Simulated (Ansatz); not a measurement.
# Formation energy and levels of the vacancy V_O in Al2O3 (R-3c), part 2 of 2

Charge states of V_O in Al2O3 (R-3c), set against the band edges. Model: a cell of 80 host atoms with 1 O taken out.

Ansatz; place-levels on r2SCAN runs: charge-transition levels and formation energies with image-charge correction and potential alignment at the atomic sites.

So far: The starting structure; What was run first.

### Step 3. place-levels, r2SCAN

A charged cell interacts with its images and the background, and its potential has another zero than the host's. place-levels removes the first by a point-charge model, screened by the static dielectric constant since the ions have relaxed around the charge, and the second by comparing potentials at atoms far from the defect.

The host is a run of the defect-free crystal in the same cutoffs, grids and k-points, so that basis and sampling errors cancel in part in the differences. Chemical potentials are energies per atom of O (O2 molecule), run with the same functional and cutoff.

File levels.point.yaml:

```yaml
host:
  run: host.point.run
states: [qm1_M1.point.run, q0.point.run, qp1_M1.point.run, qp2.point.run]
geometry_from:
  qm1_M1.point.run: qm1_M1.relax.run
  q0.point.run: q0.relax.run
  qp1_M1.point.run: qp1_M1.relax.run
  qp2.point.run: qp2.relax.run
  host.point.run: host.relax.run
chemical_potentials:
  O:
    energy: -565.983079
    dataset: "<sha256 of the dataset>"
```

The run is started by

```sh
> ansatz place-levels levels.point.yaml -- --threads 4 --pin off --max-ram 6594MiB
```

Numbers of over 12 decimals in the logs are rounded to 6 here.

The program printed:

```text
[... repeated set-up lines and file paths are left out, and long positions are rounded to six places ...]
(+2/+1) 2.536 eV above the valence edge, 4.601 eV under the conduction edge
(+1/0) 3.258 eV above the valence edge, 3.879 eV under the conduction edge
(0/-1) 7.283 eV above the valence edge, in the conduction band
formation energy of charge +2: +1.573 eV with the Fermi level at the valence edge
formation energy of charge +1: +4.109 eV with the Fermi level at the valence edge
formation energy of charge 0: +7.367 eV with the Fermi level at the valence edge
formation energy of charge -1: +14.650 eV with the Fermi level at the valence edge
  edges by r2scan of host.levels_from (<dir>), its mesh sampled to repeats of 9.52 Å (the valence edge +0.058 eV and the conduction edge -0.287 eV from those of the host's own run), gap 7.137 eV; the host is sampled to repeats of 9.52 Å
  the defect's cells are sampled to repeats of 9.52 Å, like sampling
  charge +2: -44171.9083 eV with its correction of +0.632 eV, at epsilon [9.55, 9.55, 11.6], aligned at sites: -0.1482 eV, mean over 29 atomic sites at or beyond 4.76 Å from the host's site at [0.6250, 0.2782, 0.4718] by the defect at [0.6250, 0.2781, [...]
  charge +1: -44162.0198 eV with its correction of +0.097 eV, at epsilon [9.55, 9.55, 11.6], aligned at sites: -0.1347 eV, mean over 29 atomic sites at or beyond 4.76 Å from the host's site at [0.6250, 0.2782, 0.4718] by the defect at [0.6250, 0.2781, [...]
  charge 0: +0.000 eV for its dipole among its images, +0.002 omitted
  charge -1: -44136.7739 eV with its correction of +0.335 eV, at epsilon [9.55, 9.55, 11.6], aligned at sites: -0.1029 eV, mean over 29 atomic sites at or beyond 4.76 Å from the host's site at [0.6250, 0.2782, 0.4718] by the defect at [0.6250, 0.2781, [...]
  of states[3] (qp2.point.run): how wide its charge is, is not read beside other atoms or cores, and a band state would take no correction. [...]
  of states[2] (qp1_M1.point.run): how wide its charge is, is not read beside other atoms or cores, and a band state would take no correction. [...]
  of states[0] (qm1_M1.point.run): how wide its charge is, is not read beside other atoms or cores, and a band state would take no correction. [...]
Finding the band edges on the unit cell
scf.lower_state_search is light: the run mostly follows only what its SCF or, in some runs, a test of equal spin channels shows. [...]
Engine: ansatz 0.2.0, aarch64-unknown-linux-gnu
Pseudopotentials: kind: paw
Pseudopotential: Al, paw, valence charge 3, recommended cutoff 500 eV (meta_gga), Al.paw.azcp, content sha256 <sha256 of the dataset>
Pseudopotential: O, paw, valence charge 6, recommended cutoff 500 eV (meta_gga), O.paw.azcp, content sha256 <sha256 of the dataset>
Functional definition: r2SCAN
  name "r2SCAN"
  cite "Furness, Kaplan, Ning, Perdew & Sun, J. Phys. Chem. Lett. 11, 8208 (2020) doi:10.1021/acs.jpclett.0c02405"
  cite "Furness, Kaplan, Ning, Perdew & Sun, J. Phys. Chem. Lett. 11, 9248 (2020) doi:10.1021/acs.jpclett.0c03077"
  parent r2scan
  parameter k0 = 0.174
  parameter k1 = 0.065
  parameter a1 = 4.9479
  exchange = r2scan_x(k0 = k0, k1 = k1, a1 = a1)
  correlation = r2scan_c
Crystal: 10 atoms, lattice volume = 84.950 Å³
Basis set: ecut = 500 eV, 2169 PW (Γ), exchange–correlation on 80×80×80 points (8 copies of the dense FFT grid, shifted against one another)
Bands: 34, of which v1, the nominal top of the filled ones, is band 24 counted from 1 (23 counted from 0)
Symmetry: 12 space group operations
Space group: R-3c (ITA 167), of the structure as read, at distance tolerance 4.4e-5 Å
k-points: 4 of 8
Non-local potential: Al, projectors of the file, l = 0: 2, l = 1: 2, l = 2: 1
Non-local potential: O, projectors of the file, l = 0: 2, l = 1: 2, l = 2: 1
PAW form: soft (Blöchl's): semilocal exchange-correlation on the pseudo side does not see the compensation charge
PAW frozen core: Al, regenerated for the run's functional (the file was generated under x = pbe(κ = 0.804, μ = 0.219515), c = pbe(β = 0.066725))
PAW frozen core: O, regenerated for the run's functional (the file was generated under x = pbe(κ = 0.804, μ = 0.219515), c = pbe(β = 0.066725))
PAW one-centre angular grid: Al, 302 points (default); XC on 160 Gauss nodes
PAW one-centre angular grid: O, 302 points (default); XC on 160 Gauss nodes
Initial density: superposition of atomic densities (neutral atoms: chi_scale 0, normalization atom), corrected by the library's trained network
Initial wavefunctions: pseudopotential atomic-orbital guess
Functional: x = r2scan, c = r2scan; τ floored in thin density (d = 2e-4 eV/Å³)
SCF iter   1: F=—  HF=-5590.073782 eV  |F-HF|=—  |Δ(HF+E_count)|=         —  Δρ=8.34e-3  dr2=5.59e-2  dr2_τ=6.34e-1  ethr=1.77e-3  ⟨swp⟩=5.5  Hψ=560  notcnv=0  defer=30
all-band conjugate gradients solve this SCF's bands
preconditioner: auto → Resta (q_TF=auto, 2.481 Å⁻¹)  ε∞=3.1  [insulator: Δε(μ)=7.417 eV  Ē_g=19.059 eV  n_scr=20 (ndim 8)  ℏωp=27.9 eV  f_vac=0.000  ε∞_Penn≈3.1]
SCF iter   2: F=—  HF=-5590.598349 eV  |F-HF|=—  |Δ(HF+E_count)|=   5.25e-1  Δρ=5.88e-3  dr2=2.22e-2  dr2_τ=1.08e-3  ethr=1.16e-4  ⟨swp⟩=3.0  Hψ=283  notcnv=0  defer=32
SCF iter   3: F=—  HF=-5590.595344 eV  |F-HF|=—  |Δ(HF+E_count)|=   3.00e-3  Δρ=1.93e-3  dr2=2.39e-3  dr2_τ=1.68e-4  ethr=4.62e-5  ⟨swp⟩=2.5  Hψ=200  notcnv=0  defer=32
SCF iter   4: F=—  HF=-5590.595000 eV  |F-HF|=—  |Δ(HF+E_count)|=   3.44e-4  Δρ=6.46e-4  dr2=3.67e-4  dr2_τ=3.12e-5  ethr=4.98e-6  ⟨swp⟩=2.2  Hψ=219  notcnv=0  defer=32
SCF iter   5: F=—  HF=-5590.594944 eV  |F-HF|=—  |Δ(HF+E_count)|=   5.63e-5  Δρ=2.57e-4  dr2=5.77e-5  dr2_τ=1.03e-6  ethr=7.64e-7  ⟨swp⟩=2.0  Hψ=209  notcnv=0  defer=31
SCF iter   6: F=—  HF=-5590.594934 eV  |F-HF|=—  |Δ(HF+E_count)|=   1.03e-5  Δρ=6.65e-5  dr2=3.84e-6  dr2_τ=6.60e-8  ethr=1.20e-7  ⟨swp⟩=2.0  Hψ=222  notcnv=0  defer=24
SCF iter   7: F=-5590.594933 eV  HF=-5590.594933 eV  |F-HF|=2.81e-8  |Δ(HF+E_count)|=   7.96e-7  Δρ=7.49e-6  dr2=4.92e-8  dr2_τ=1.00e-9  ethr=2.08e-10  ⟨swp⟩=11.2  Hψ=774  notcnv=0
SCF 1 converged in 7 iterations: F = -5590.594933 eV  dr2 = 4.92e-8
  greatest PAW one-centre occupation: 0.866 electrons in one spin orbital (limit 2), on the O atom at site 9 (counted from 0), in its partial waves of l = 0
NSCF: frozen V_eff on 32 k-points
NSCF: frozen V_eff on 32 k-points
[...]
SCF converged after 7 iterations
Free energy (F): -5590.594933 eV
Harris-Foulkes:  -5590.594933 eV  (|F-HF|=2.81e-8)
Internal energy: -5590.594933 eV  (E = F + TS)
E sigma→0 (E₀):  -5590.594933 eV
Fermi energy:    7.294198 eV
--- Per-component energies (eV) ---
  E_band       = 34.678060
  E_kinetic    = 1193.235652
  E_local      = -1987.233400  (includes V_loc(G=0)·N_el)
  E_nonlocal   = 318.379355
  E_hartree    = 741.531064
  E_xc         = -601.452382
  E_vxc        = -779.010370  (∫ρ·V_xc dr)
  E_paw        = -2856.753186  (= ΣΔE_a)
  E_vpaw       = -240.966052  (= ΣTr[D̂ρ^β])
  E_aug_tail   = 0.006178  (compensation charges beyond the density's cutoff)
  E_vtau       = 47.213622  (kinetic-family band-sum trace: ∫τ·v_τ [+ j·A + Jᵃ·Aᵃ] dr)
  E_ewald      = -2397.876136
  E_core_change = -0.432078  (= ΣΔE_core)
  E_smearing   = -0.000000  (= −TS)
  E_closure    = -0.000000  (closes the sum)
  Σ components = -5590.594933   (vs F -5590.594933, Δ=0.00e0)
  [band-id]    e_kinetic+e_local+e_nonlocal+2·e_hartree+e_vxc+e_vpaw+e_augmentation_tail+e_vtau = 34.687114   (vs E_band 34.678060, Δ=9.05e-3)
--- Band table (eV) ---
  k-point 0: bands = ["-12.7709", "-10.6723", "-10.2727", "-10.2727", [... 26 left out ...] "20.8579", "20.9415", "20.9415", "22.1531"]
  k-point 1: bands = ["-11.7972", "-11.5211", "-10.4416", "-10.3710", [... 26 left out ...] "20.2921", "20.7442", "21.1622", "21.4242"]
  [... further k-points left out ...]
  band table: 34 of 34 bands, residual norms ≤ 1.0e-3 eV; checked for missing levels (by up to 4 random probe vectors, on a GPU possibly others besides, in at most 1 round, or by a solve in the whole basis): settled at every k-point
Analysis tables were printed to stdout; those that stand in <dir> are files there too
```

Run time: 5 s. Hardware: 4 threads of Arm Neoverse V2, shared host.

Under r2SCAN the gap is 7.14 eV, (+2/+1) 2.54, (+1/0) 3.26, (0/−1) 7.28 (outside the gap) eV.

Levels between the charges placed, in eV above the valence top:

```csv
,gap (eV),(+2/+1),(+1/0),(0/−1)
r2SCAN,7.14,2.54,3.26,7.28
```

Corrections by state:

```csv
charge,moment (μB),image terms and alignment (eV),band filling (eV),ε used,"over the lowest of its charge, as the program ranks them, band filling apart (eV)"
+2,0.0,0.632,-,"principal values (9.55, 9.55, 11.60)",0.000
+1,1.0,0.097,-,"principal values (9.55, 9.55, 11.60)",0.000
0,0.0,0.000,-,-,0.000
−1,1.0,0.335,-,"principal values (9.55, 9.55, 11.60)",0.000
```

From the program's caveats on the states, each cut to its opening words:

- charge +2, +1 (1 μB), −1 (1 μB): how wide its charge is, is not read beside other atoms or cores, and a band state would take no correction
- charge +2, −1 (1 μB): its displacements don't fall off away from the defect: farther atoms stand 0.016 Å off the host's places
- charge +1 (1 μB), −1 (1 μB): flagged: stability check not made

Chemical potentials of the elements' reference phases, run alike. Formation energy by charge state (elemental references; gap 7.14 eV):

```csv
charge,at valence top (eV),at conduction bottom (eV),correction included (eV)
+2,1.57,15.85,0.63
+1,4.11,11.25,0.10
0,7.37,7.37,0.00
−1,14.65,7.51,0.33
```

```
Fermi level (eV)  lowest formation energy (eV)
            0.00                          1.57
            0.65                          2.87
            1.30                          4.17
            1.94                          5.46
            2.59                          6.70
            3.24                          7.35
            3.90                          7.37
            4.54                          7.37
            5.19                          7.37
            5.84                          7.37
            6.49                          7.37
            7.14                          7.37
```

### Step 4. Placing the levels, PBE

PBE on the same structure is run to see how far the result rests on the functional, though not on the errors that semilocal functionals share.

File qm1_M1.pbe/input.yaml:

```yaml
crystal:
  checkpoint: "../qm1_M1.relax.run"
  host: checkpoint
total_charge: -1
basis:
  ecutwfc: 420
  xc_grid: 2
hamiltonian:
  xc: pbe
kpoints:
  mp_grid: { grid: [1, 1, 1], shift: [0.25, 0.25, 0.25] }
magnetization:
  spin_polarized: true
  initial_magnetization: 1
  spin_locking: { lock_magnetization: hard }
scf:
  occupations: { method: fermi_dirac, width: 0.01 }
  max_iter: 100
output:
  forces: true
  eigenvalues: true
  charged_corrections:
    epsilon: [3.28, 3.28, 3.25]
    static_epsilon: [9.55, 9.55, 11.6]
    defect_position: [0.625, 0.278073, 0.471927]
  eigenstates: { localisation: true }
  populations: true
  efg: {}
checkpoint:
  write: "../qm1_M1.pbe.run"
  compress: false
  write_wavefunctions: false
  write_every: 100000
```

Wall time 42 s (4 threads); peak memory 2.1 GiB; 2.7 min of CPU time.

File levels.pbe.yaml:

```yaml
host:
  run: host.pbe.run
states: [qm1_M1.pbe.run, q0.pbe.run, qp1_M1.pbe.run, qp2.pbe.run]
geometry_from:
  qm1_M1.pbe.run: qm1_M1.relax.run
  q0.pbe.run: q0.relax.run
  qp1_M1.pbe.run: qp1_M1.relax.run
  qp2.pbe.run: qp2.relax.run
  host.pbe.run: host.relax.run
chemical_potentials:
  O:
    energy: -564.96818
    dataset: "<sha256 of the dataset>"
```

The run is started by

```sh
> ansatz place-levels levels.pbe.yaml -- --threads 4 --pin off --max-ram 6594MiB
```

The program printed:

```text
(+2/+1) 2.202 eV above the valence edge, 4.037 eV under the conduction edge
(+1/0) 2.716 eV above the valence edge, 3.523 eV under the conduction edge
(0/-1) 6.742 eV above the valence edge, in the conduction band
formation energy of charge +2: +1.638 eV with the Fermi level at the valence edge
formation energy of charge +1: +3.840 eV with the Fermi level at the valence edge
formation energy of charge 0: +6.557 eV with the Fermi level at the valence edge
formation energy of charge -1: +13.299 eV with the Fermi level at the valence edge
  edges by pbe, gap 6.239 eV; the host is sampled to repeats of 9.52 Å
[... the lines on each state left out ...]
```

It took 0.25 s on 4 threads.

Under PBE the gap is 6.24 eV, (+2/+1) 2.20, (+1/0) 2.72, (0/−1) 6.74 (outside the gap) eV; the stage before (r2SCAN) gave a gap of 7.14 eV and levels within 0.54 eV of these.

### Step 5. Cost and result

Levels between neighbouring charges, in eV above each run's own valence top:

```csv
,gap (eV),(+2/+1),(+1/0),(0/−1),CPU time a state at this stage (restarts are quicker than cold starts)
"r2SCAN, (¼, ¼, ¼)",7.14,2.54,3.26,7.28,98 s
"PBE on r2SCAN structures, (¼, ¼, ¼)",6.24,2.20,2.72,6.74,1.8 min
```

### Step 6. Results

| Property | Result |
| --- | --- |
| gap of the host | 7.14 eV (r2SCAN) |
| level (plus 2/plus 1) | 2.54 eV above the valence top |
| level (plus 1/0) | 3.26 eV above the valence top |
| level (0/minus 1) | 7.28 eV above the valence top, past the conduction bottom |
| lowest of the charges placed, just above the valence top (0.02 eV) | +2 |
| lowest of the charges placed, just below the conduction bottom (0.02 eV) | 0 |
| lowest formation energy at mid-gap of the charges run, elemental references | 7.37 eV |

What this shows: Of the charges placed (−1, 0, +1 and +2), the lowest changes at 2.54 eV (+2/+1) and 3.26 eV (+1/0) above the valence top, in a gap of 7.14 eV. (0/−1) lies 0.15 eV from a band edge, less than the doubt on such levels. Charges above +2 were not placed, so these runs say nothing of levels that involve them. States placed: +2 at 0 μB; +1 at 1 μB; 0 at 0 μB; −1 at 1 μB. Other spin states or structures, where not listed, weren't placed. Limits: one k-point off the zone centre stands for the whole zone; r2SCAN makes the gap too small and tends to spread out bound carriers; where a gas molecule sets a chemical potential or the host's formation energy, its binding is uncorrected.

Comparison with the measured values:

```
                                                                                                 quantity  measured              PBE           r2SCAN
band gap (least gap of the host; the measured gap is an optical one, which needn't be the least gap) (eV)       8.7  6.24 (-2.46 eV)  7.14 (-1.56 eV)
```

Measured values from pmc:5906618 (2018).

How well it matches: For the band gap, of the levels listed nearest comes r2SCAN (-1.56 eV, a clear miss) and farthest PBE (-2.46 eV, a clear miss). Local and semilocal functionals usually give gaps below the measured ones. An optical gap can lie under the band gap by the exciton's binding. Zero-point and thermal motion shift the measured gap.

[Logs are printed without paths, hosts, clocks, repeated set-up lines and the standing remarks that a program may print on its own settings, such as how far it seeks lower states.]

[Hosts, paths, dates, database ids (printed as entryN), source tags and the programs' standing remarks are cut or masked in the printed files.]

[Where a table of states has a column of steps, it counts the stored structures, which are thinned; the runs took as many ionic steps or more.]

[A defect's name tells the site on which it was built; relaxed atoms can leave that site.]

[For some hosts the program warned that the k-mesh of the response run may be too coarse for force constants and the static dielectric constant; such warnings are not shown here.]
